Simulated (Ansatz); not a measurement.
## Ba: phonons with BLYP+D3(BJ)

The system is Ba.

```
Ba
1.0
     4.34139    0.00000    0.00000
    -1.44713    4.09310    0.00000
    -1.44713   -2.04655    3.54473
Ba
1
Direct
  0.00000 0.00000 0.00000
```

```json
{
 "Program": "Ansatz 0.2.0",
 "Task": "phonons",
 "Functional": "BLYP",
 "Dispersion": "D3(BJ)",
 "Potentials or basis": "PseudoDojo stringent",
 "Cutoff": "770 eV",
 "Density cutoff": "3080 eV",
 "k mesh": "6 × 6 × 6",
 "Occupations": "gaussian, width 0.1 eV",
 "Spin": "no spin polarisation",
 "Driver": "chain",
 "q mesh": "2 × 2 × 2",
 "Path": "[[\"G\", \"H\", \"N\", \"G\", \"P\", \"H\"], [\"P\", \"N\"]]",
 "Points for each segment of the path": "8"
}
```

```
Band gap on the k mesh   : none (metal or under the smearing width)
Highest phonon frequency : 74 cm⁻¹
```

Levels at points of the mesh, in eV from the Fermi level:
| k point | band 3 | band 4 | band 5 | band 6 | band 7 | band 8 |
| --- | --- | --- | --- | --- | --- | --- |
| (0.00, 0.00, 0.00) | -13.97 | -13.97 | -2.70 | 1.70 | 1.70 | 1.70 |
| (0.00, 0.00, -0.50) | -14.12 | -13.98 | -0.91 | 0.61 | 1.35 | 3.01 |
| (-0.50, -0.50, -0.50) | -14.29 | -14.29 | -0.60 | -0.60 | 4.10 | 4.10 |

Phonon frequencies in cm⁻¹ (negative: imaginary):
```
                 q point  frequencies
   (0.000, 0.000, 0.000)        0 0 0
  (0.000, 0.000, -0.500)     12 47 74
(-0.500, -0.500, -0.500)     71 71 71
```

Wall time 12 s on 2 threads of Arm Neoverse V2, on a shared host, peak memory 0.69 GiB.

Caveat: the q mesh is small, so phonon branches between its points and thermal values are rough. The run has no spin-orbit coupling, so splittings on Ba are missing.
